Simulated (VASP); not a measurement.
Here is a VASP 6.6.1 calculation.

File INCAR:

```
SYSTEM = SiO2
PREC = Accurate ; ENCUT = 600
EDIFF = 1E-8 ; ISMEAR = 0
SIGMA = 0.03 ; LREAL = .False.
LASPH = .True. ; NELM = 80
ALGO = Fast ; ISIF = 2
LWAVE = .False. ; LCHARG = .False.
GGA = PS ; LEPSILON = .True.
KPAR = 2
```

The input KPOINTS:

```
Automatic mesh
0
Monkhorst
  8 8 14
  0 0 0
```

Contents of POSCAR:

```
SiO2                                    
1.0
    4.1920503194      0.0000000000      0.0000000000
    0.0000000000      4.1920503194      0.0000000000
    0.0000000000      0.0000000000      2.6827024099
  Si              O             
     2     4
Direct
     0.0000000000000000    0.0000000000000000    0.0000000000000000
     0.5000000000000000    0.5000000000000000    0.5000000000000000
     0.3058244602812223    0.3058244602812223    0.0000000000000000
     0.1941755397187777    0.8058244602812223    0.5000000000000000
     0.6941755397187777    0.6941755397187777    0.0000000000000000
     0.8058244602812223    0.1941755397187777    0.5000000000000000
```

Potentials or basis: VASP PAW PBE potentials, release 64 (Si, O).

The run is started by

```console
$ cat potpaw_PBE.64/Si/POTCAR potpaw_PBE.64/O/POTCAR > POTCAR
$ mpirun -np 2 vasp_std > vasp.out
```

What does it give for the electronic dielectric tensor (diagonal)?

3.40, 3.40, 3.58.

Predict the Born charges (mean of the diagonal).

Si +3.88; O -1.94 e.

Electronic dielectric tensor:
```
3.40 0.00 0.00
0.00 3.40 0.00
0.00 0.00 3.58
```
